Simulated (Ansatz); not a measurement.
Cell and atoms are relaxed with the symmetry kept. Start:

```cif
data_structure
_symmetry_space_group_name_H-M 'Pm-3m'
_symmetry_Int_Tables_number 221
_cell_length_a 4.2860
_cell_length_b 4.2860
_cell_length_c 4.2860
_cell_angle_alpha 90.000
_cell_angle_beta 90.000
_cell_angle_gamma 90.000
_cell_volume 78.73
loop_
_atom_site_label
_atom_site_type_symbol
_atom_site_symmetry_multiplicity
_atom_site_Wyckoff_symbol
_atom_site_fract_x
_atom_site_fract_y
_atom_site_fract_z
_atom_site_occupancy
Cs1 Cs 1 a 0.00000 0.00000 0.00000 1
Br1 Br 1 b 0.50000 0.50000 0.50000 1
```

Theory: Ansatz, DFT PBE, scalar-relativistic, plane waves, PAW.

Plane waves to 420 eV, a k mesh through Γ of 6×6×6 on the computed 2-atom cell and Gaussian smearing (0.02 eV); no spin polarisation.

Problem. What does it relax to?

Solution. The volume rises by 2.92 Å³/atom to 42.28 Å³/atom, and the energy falls by 9.0 meV/atom. Final structure:
```cif
data_structure
_symmetry_space_group_name_H-M 'P 1'
_symmetry_Int_Tables_number 1
_cell_length_a 4.3893
_cell_length_b 4.3893
_cell_length_c 4.3893
_cell_angle_alpha 90.000
_cell_angle_beta 90.000
_cell_angle_gamma 90.000
_cell_volume 84.56
loop_
_atom_site_label
_atom_site_type_symbol
_atom_site_fract_x
_atom_site_fract_y
_atom_site_fract_z
_atom_site_occupancy
Cs1 Cs 0.00000 0.00000 0.00000 1
Br1 Br 0.50000 0.50000 0.50000 1
```

Course of the relaxation (steps run on the plane waves of an earlier cell, and the basis is chosen afresh near the end, so energy and pressure can step there; trial steps that raised the energy were taken back; energies are free energies):

```csv
step,E − E_final (meV/atom),P (GPa),V (Å³/atom)
1,9.0,1.05,39.37
2,3.3,0.60,40.48
3,0.1,0.07,42.06
4,0.1,0.01,42.28
5,0.0,0.00,42.28
```